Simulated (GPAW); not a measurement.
# C (Fd-3m) in GPAW: a series of runs, part 2 of 3

GPAW 26.7.0.

**3. Equation of state, optB88-vdW**

run.py reads:

```python
import spglib
from ase import Atoms
from ase.eos import EquationOfState
from ase.io import Trajectory, read
from ase.units import GPa
from gpaw import GPAW, PW

atoms = read('C.cif')
cell, positions, numbers = spglib.find_primitive(
    (atoms.cell[:], atoms.get_scaled_positions(), atoms.numbers), symprec=1e-4)
atoms = Atoms(numbers, cell=cell, scaled_positions=positions, pbc=True)

traj = Trajectory('eos.traj', 'w')
volumes, energies = [], []
for x in [0.94, 0.96, 0.98, 1.0, 1.02, 1.04, 1.06]:
    a = atoms.copy()
    a.set_cell(atoms.cell * x**(1 / 3), scale_atoms=True)
    calc = GPAW(mode=PW(800),
                xc={'name': 'optB88-vdW', 'backend': 'libvdwxc'},
                kpts={'size': (10, 10, 10), 'gamma': True},
                occupations={'name': 'fermi-dirac', 'width': 0.05},
                nbands=11,
                convergence={'density': 1e-05, 'energy': 1e-05},
                maxiter=150,
                legacy_gpaw=True,
                txt=f'eos-{x:.2f}.txt')
    a.calc = calc
    energies.append(a.get_potential_energy(force_consistent=True))
    volumes.append(a.get_volume())
    calc.write(f'eos-{x:.2f}.gpw')
    traj.write(a)
    print(f'{x:.2f} {volumes[-1]:10.4f} A^3 {energies[-1]:14.6f} eV', flush=True)

v0, e0, B = EquationOfState(volumes, energies, eos='birchmurnaghan').fit()
print(f'V0 = {v0:.4f} A^3, E0 = {e0:.6f} eV, B0 = {B / GPa:.2f} GPa')
```

C.cif reads:

```cif
data_C
_cell_length_a 3.56674000
_cell_length_b 3.56674000
_cell_length_c 3.56674000
_cell_angle_alpha 90.00000000
_cell_angle_beta 90.00000000
_cell_angle_gamma 90.00000000
_space_group_name_H-M_alt 'Fd-3m'
_space_group_name_Hall 'F 4d 2 3 -1d'
_space_group_IT_number 227
loop_
_space_group_symop_operation_xyz
'x,y,z'
'-y+1/4,x+1/4,z+1/4'
'-x,-y+1/2,z+1/2'
'y+3/4,-x+1/4,z+3/4'
'x,-y,-z'
'-y+1/4,-x+3/4,-z+3/4'
'-x,y+1/2,-z+1/2'
'y+3/4,x+3/4,-z+1/4'
'z,x,y'
'z+1/4,-y+1/4,x+1/4'
'z+1/2,-x,-y+1/2'
'z+3/4,y+3/4,-x+1/4'
'-z,x,-y'
'-z+3/4,-y+1/4,-x+3/4'
'-z+1/2,-x,y+1/2'
'-z+1/4,y+3/4,x+3/4'
'y,z,x'
'x+1/4,z+1/4,-y+1/4'
'-y+1/2,z+1/2,-x'
'-x+1/4,z+3/4,y+3/4'
'-y,-z,x'
'-x+3/4,-z+3/4,-y+1/4'
'y+1/2,-z+1/2,-x'
'x+3/4,-z+1/4,y+3/4'
'-x+1/4,-y+1/4,-z+1/4'
'y,-x,-z'
'x+1/4,y+3/4,-z+3/4'
'-y+1/2,x,-z+1/2'
'-x+1/4,y+1/4,z+1/4'
'y,x+1/2,z+1/2'
'x+1/4,-y+3/4,z+3/4'
'-y+1/2,-x+1/2,z'
'-z+1/4,-x+1/4,-y+1/4'
'-z,y,-x'
'-z+3/4,x+1/4,y+3/4'
'-z+1/2,-y+1/2,x'
'z+1/4,-x+1/4,y+1/4'
'z+1/2,y,x+1/2'
'z+3/4,x+1/4,-y+3/4'
'z,-y+1/2,-x+1/2'
'-y+1/4,-z+1/4,-x+1/4'
[... 89 lines left out ...]
'-z+1/4,x+1/4,y+1/4'
'-z,-y+1/2,x+1/2'
'z+3/4,-x+1/4,y+3/4'
'z,y,x'
'z+1/4,x+1/4,-y+1/4'
'z+1/2,-y+1/2,-x'
'-y+3/4,-z+1/4,-x+3/4'
'-x+1/2,-z,y+1/2'
'y+1/4,-z+3/4,x+3/4'
'x+1/2,-z+1/2,-y'
'y+3/4,z+1/4,-x+3/4'
'x,z+1/2,y+1/2'
'-y+1/4,z+3/4,x+3/4'
'-x,z,-y'
'x+1/2,y+1/2,z'
'-y+3/4,x+3/4,z+1/4'
'-x+1/2,-y,z+1/2'
'y+1/4,-x+3/4,z+3/4'
'x+1/2,-y+1/2,-z'
'-y+3/4,-x+1/4,-z+3/4'
'-x+1/2,y,-z+1/2'
'y+1/4,x+1/4,-z+1/4'
'z+1/2,x+1/2,y'
'z+3/4,-y+3/4,x+1/4'
'z,-x+1/2,-y+1/2'
'z+1/4,y+1/4,-x+1/4'
'-z+1/2,x+1/2,-y'
'-z+1/4,-y+3/4,-x+3/4'
'-z,-x+1/2,y+1/2'
'-z+3/4,y+1/4,x+3/4'
'y+1/2,z+1/2,x'
'x+3/4,z+3/4,-y+1/4'
'-y,z,-x'
'-x+3/4,z+1/4,y+3/4'
'-y+1/2,-z+1/2,x'
'-x+1/4,-z+1/4,-y+1/4'
'y,-z,-x'
'x+1/4,-z+3/4,y+3/4'
'-x+3/4,-y+3/4,-z+1/4'
'y+1/2,-x+1/2,-z'
'x+3/4,y+1/4,-z+3/4'
'-y,x+1/2,-z+1/2'
'-x+3/4,y+3/4,z+1/4'
'y+1/2,x,z+1/2'
'x+3/4,-y+1/4,z+3/4'
'-y,-x,z'
'-z+3/4,-x+3/4,-y+1/4'
'-z+1/2,y+1/2,-x'
'-z+1/4,x+3/4,y+3/4'
'-z,-y,x'
'z+3/4,-x+3/4,y+1/4'
'z,y+1/2,x+1/2'
'z+1/4,x+3/4,-y+3/4'
'z+1/2,-y,-x+1/2'
'-y+3/4,-z+3/4,-x+1/4'
'-x+1/2,-z+1/2,y'
'y+1/4,-z+1/4,x+1/4'
'x+1/2,-z,-y+1/2'
'y+3/4,z+3/4,-x+1/4'
'x,z,y'
'-y+1/4,z+1/4,x+1/4'
'-x,z+1/2,-y+1/2'
loop_
_atom_site_label
_atom_site_type_symbol
_atom_site_symmetry_multiplicity
_atom_site_Wyckoff_symbol
_atom_site_fract_x
_atom_site_fract_y
_atom_site_fract_z
_atom_site_occupancy
C1 C 8 a 0.2500000000 0.2500000000 0.2500000000 1
```

Potentials or basis: GPAW PAW data sets (gpaw-data 1.2.1), pw.

Command:

```
$ OMP_NUM_THREADS=1 python run.py
```

Output:

```text
___ ___ ___ _ _ _
 |   |   |_  | | | |
 | | | | | . | | | |
 |__ |  _|___|_____|  26.7.0
 |___|_|

Input parameters:
  convergence: {density: 1e-05,
                energy: 1e-05}
  kpts: {gamma: True,
         size: (10, 10, 10)}
  maxiter: 150
  mode: {ecut: 800.0,
         name: pw}
  nbands: 11
  occupations: {name: fermi-dirac,
                width: 0.05}
  xc: {backend: libvdwxc,
       name: optB88-vdW}

System changes: positions, numbers, cell, pbc, initial_charges, initial_magmoms

Initialize ...

species:
  C:
    name:    Carbon
    Z:       6.0
    valence: 4
    core:    2
    charge:  0.0  # [|e|]
    compensation charges:
      type: gauss
      rc: 0.20  # [Å]
      lmax: 2
    cutoffs:
      filter: 1.14  # [Å]
      core: 1.14  # [Å]
    projectors
    | kind |    occ | energy [eV] | rcut [Å] |
    |------|--------|-------------|----------|
    |   2s |  2.000 |     -13.751 |    0.635 |
    |   2p |  2.000 |      -5.284 |    0.635 |
    |    s |        |      13.461 |    0.635 |
    |    p |        |      21.927 |    0.635 |
    |    d |        |       0.000 |    0.635 |

    Using partial waves for C as LCAO basis

Reference energy: -2055.256231  # eV

Spin-paired calculation

Convergence criteria:
 Maximum [total energy] change in last 3 cyles: 1e-05 eV / valence electron
 Maximum integral of absolute [dens]ity change: 1e-05 electrons / valence electron
 Maximum integral of absolute [eigenst]ate change: 4e-08 eV^2 / valence electron
 Maximum number of scf [iter]ations: 150
 (Square brackets indicate name in SCF output, whereas a 'c' in
 the SCF output indicates the quantity has converged.)

Symmetries present (total): 24

  ( 1  0  0)  ( 1  0  0)  ( 1  0 -1)  ( 1  0 -1)  ( 1 -1  0)  ( 1 -1  0)
  ( 0  1  0)  ( 0  0  1)  ( 0  1 -1)  ( 0  0 -1)  ( 0 -1  1)  ( 0 -1  0)
  ( 0  0  1)  ( 0  1  0)  ( 0  0 -1)  ( 0  1 -1)  ( 0 -1  0)  ( 0 -1  1)

  ( 0  1  0)  ( 0  1  0)  ( 0  1 -1)  ( 0  1 -1)  ( 0  0  1)  ( 0  0  1)
  ( 1  0  0)  ( 0  0  1)  ( 1  0 -1)  ( 0  0 -1)  ( 1  0  0)  ( 0  1  0)
  ( 0  0  1)  ( 1  0  0)  ( 0  0 -1)  ( 1  0 -1)  ( 0  1  0)  ( 1  0  0)

  ( 0  0 -1)  ( 0  0 -1)  ( 0 -1  1)  ( 0 -1  1)  ( 0 -1  0)  ( 0 -1  0)
  ( 1  0 -1)  ( 0  1 -1)  ( 1 -1  0)  ( 0 -1  0)  ( 1 -1  0)  ( 0 -1  1)
  ( 0  1 -1)  ( 1  0 -1)  ( 0 -1  0)  ( 1 -1  0)  ( 0 -1  1)  ( 1 -1  0)

  (-1  1  0)  (-1  1  0)  (-1  0  1)  (-1  0  1)  (-1  0  0)  (-1  0  0)
  (-1  0  1)  (-1  0  0)  (-1  1  0)  (-1  0  0)  (-1  1  0)  (-1  0  1)
  (-1  0  0)  (-1  0  1)  (-1  0  0)  (-1  1  0)  (-1  0  1)  (-1  1  0)

1000 k-points: 10 x 10 x 10 Monkhorst-Pack grid + [1/20,1/20,1/20]
47 k-points in the irreducible part of the Brillouin zone
       k-points in crystal coordinates                weights
   0:     0.00000000    0.00000000    0.00000000          1/1000
   1:     0.10000000    0.10000000    0.00000000          6/1000
   2:     0.10000000    0.10000000    0.10000000          8/1000
   3:     0.20000000    0.10000000    0.10000000         12/1000
   4:     0.20000000    0.20000000    0.00000000          6/1000
   5:     0.20000000    0.20000000    0.10000000         24/1000
   6:     0.20000000    0.20000000    0.20000000          8/1000
   7:     0.30000000    0.20000000    0.10000000         24/1000
   8:     0.30000000    0.20000000    0.20000000         24/1000
   9:     0.30000000    0.30000000    0.00000000          6/1000
          ...
  46:     0.50000000    0.50000000    0.50000000          4/1000

Wave functions: Plane wave expansion
  Cutoff energy: 800.000 eV
  Number of coefficients (min, max): 524, 568
  Pulay-stress correction: 0.000000 eV/Ang^3 (de/decut=0.000000)
  Using FFTW library
  ScaLapack parameters: grid=1x1, blocksize=None
  Wavefunction extrapolation:
    Improved wavefunction reuse through dual PAW basis

Occupation numbers: Fermi-Dirac:
  width: 0.0500  # eV

Eigensolver
   Davidson(niter=2)

Densities:
  Coarse grid: 18*18*18 grid
  Fine grid: 36*36*36 grid
  Total Charge: 0.000000

Density mixing:
  Method: separate
  Backend: msr1
  Linear mixing parameter: 0.05
  old densities: 10
  Width of damping distribution: 1.1
  Damping of long wavelength oscillations: 20

Hamiltonian:
  XC and Coulomb potentials evaluated on a 36*36*36 grid
  Using the optB88 Exchange-Correlation functional
  External potential:
    NoExternalPotential

XC parameters: optB88 with libvdwxc
  Mode: serial
  Semilocal: GGA_X_OPTB88_VDW+LDA_C_PW with 2 nearest neighbor stencil
  Corresponding non-local functional: vdW-DF
  Local blocksize: 36 x 36 x 36
  PAW datasets: PBE

Number of atoms: 2
Number of atomic orbitals: 8
Number of bands in calculation: 11
Number of valence electrons: 8
Bands to converge: occupied

... initialized

Initializing position-dependent things.

Density initialized from atomic densities
Creating initial wave functions:
  8 bands from LCAO basis set
  3 bands from random numbers

          C
       C

Atomic positions and initial magnetic moments

Positions:
   0 C      0.873482    0.873482    0.873482    ( 0.0000,  0.0000,  0.0000)
   1 C      0.000000    0.000000    0.000000    ( 0.0000,  0.0000,  0.0000)

Unit cell:
           periodic     x           y           z      points  spacing
  1. axis:    yes    0.000000    1.746964    1.746964    18     0.1121
  2. axis:    yes    1.746964    0.000000    1.746964    18     0.1121
  3. axis:    yes    1.746964    1.746964    0.000000    18     0.1121

  Lengths:   2.470581   2.470581   2.470581
  Angles:   60.000000  60.000000  60.000000

Effective grid spacing dv^(1/3) = 0.1223

iter:   1   -24.487287
iter:   2   -24.396999   -2.53  -0.80
iter:   3   -23.799577   -1.12  -0.83
iter:   4   -23.801798   -3.35  -1.80
iter:   5   -23.801715   -3.72  -2.04
iter:   6   -23.801685   -5.51  -2.95
iter:   7   -23.801686c  -7.49c -3.90
iter:   8   -23.801686c  -9.29c -4.75
iter:   9   -23.801686c -10.28c -5.53c

Converged after 9 iterations.

Dipole moment: (-1.840692, -1.840692, -1.840692) |e|*Ang

Energy contributions relative to reference atoms: (reference = -2055.256231)

Kinetic:        +25.785477
Potential:      -22.963151
External:        +0.000000
XC:             -26.664570
Entropy (-ST):   -0.000000
Local:           +0.040558
SIC:             +0.000000
--------------------------
Free energy:    -23.801686
Extrapolated:   -23.801686

Non-local optB88 correlation energy: 0.610787
Semilocal GGA_X_OPTB88_VDW+LDA_C_PW energy: -98.328401
(Not including atomic contributions)
Showing only first 2 kpts
 Kpt  Band  Eigenvalues  Occupancy
  0     2     12.92737    2.00000
  0     3     12.92737    2.00000
  0     4     18.78954    0.00000
  0     5     18.78954    0.00000

  1     2     11.64141    2.00000
  1     3     12.07275    2.00000
  1     4     18.52992    0.00000
  1     5     20.40989    0.00000

Fermi level: 13.96162

Gap: 4.524 eV
Transition (v -> c):
  (s=0, k=0, n=3, [0.00, 0.00, 0.00]) -> (s=0, k=24, n=4, [0.40, 0.40, 0.00])
Direct/indirect transitions are different
Direct gap: 5.862 eV
Transition at: (s=0, k=0, n=3, [0.00, 0.00, 0.00])
Writing to eos-0.94.gpw (mode='')
```

It took 49 s on 1 thread of Arm Neoverse V1, shared host; peak memory 0.16 GiB.

What came out:

| Property | Result |
| --- | --- |
| Equilibrium volume | 5.71 Å³/atom |
| Bulk modulus | 430 GPa |
| Pressure derivative of the bulk modulus | 3.6 |

Energy against volume, from the lowest point:
| volume (Å³/atom) | energy (meV/atom) |
| --- | --- |
| 5.332 | 37.74 |
| 5.445 | 17.87 |
| 5.558 | 5.53 |
| 5.672 | 0.00 |
| 5.785 | 0.73 |
| 5.899 | 7.23 |
| 6.012 | 18.87 |

Caveat: the PAW data sets were made with another functional, which shifts forces and pressure a little.

(Part 2 of 3 ends here.)
